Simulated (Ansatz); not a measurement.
## Ni₃Ge: do energies and stresses tell the same story?

Level of theory: Ansatz, DFT r2SCAN, scalar-relativistic, plane waves, PAW.

Plane waves to 500 eV, a k mesh through Γ of 12×12×12 on the computed 4-atom cell and Gaussian smearing (0.10 eV); no spin polarisation.

Relaxed cell: Pm-3m, a = 3.533 Å, b = 3.533 Å, c = 3.533 Å, α = 90.00°, β = 90.00°, γ = 90.00°, 4 atoms in the primitive cell. Whether it is the stable form of this composition wasn't checked.

Energies at zero smearing and pressures from the stress tensor, at volumes with shape and atoms relaxed:
| V (Å³/atom) | E − E(first) (meV/atom) | P (GPa) |
| --- | --- | --- |
| 9.699 | 0.00 | 37.40 |
| 10.029 | -64.48 | 25.46 |
| 10.360 | -106.34 | 15.44 |
| 10.691 | -129.26 | 7.04 |
| 11.021 | -136.29 | 0.00 |
| 11.352 | -129.99 | -5.91 |
| 11.682 | -112.53 | -10.85 |
| 12.123 | -74.96 | -16.21 |

Question: Check P = −dE/dV between neighbouring volumes, and get the bulk modulus from the pressures alone.

Answer: With 1 eV/Å³ = 160.2 GPa:
```json
{"middle V (Å³/atom)": "9.864", "−ΔE/ΔV (GPa)": "31.243", "mean P (GPa)": "31.430"}
{"middle V (Å³/atom)": "10.195", "−ΔE/ΔV (GPa)": "20.288", "mean P (GPa)": "20.449"}
{"middle V (Å³/atom)": "10.525", "−ΔE/ΔV (GPa)": "11.108", "mean P (GPa)": "11.243"}
{"middle V (Å³/atom)": "10.856", "−ΔE/ΔV (GPa)": "3.405", "mean P (GPa)": "3.522"}
{"middle V (Å³/atom)": "11.187", "−ΔE/ΔV (GPa)": "-3.053", "mean P (GPa)": "-2.953"}
{"middle V (Å³/atom)": "11.517", "−ΔE/ΔV (GPa)": "-8.462", "mean P (GPa)": "-8.379"}
{"middle V (Å³/atom)": "11.903", "−ΔE/ΔV (GPa)": "-13.653", "mean P (GPa)": "-13.532"}
```

The two differ by 0.19 GPa at most. The mean of two end pressures misses the average over a step by about ΔV² P″/12, up to 0.17 GPa here; with that taken off 0.02 GPa remains. Around V = 11.021 Å³/atom, the two neighbours give B = −V ΔP/ΔV = 11.021 × 12.95 / 0.661 = 215.8 GPa, against B0 = 214.6 GPa from the Birch–Murnaghan fit of the energies.

A ferromagnetic start lost its moments in a first run, so spin was left out; other magnetic orders weren't tried.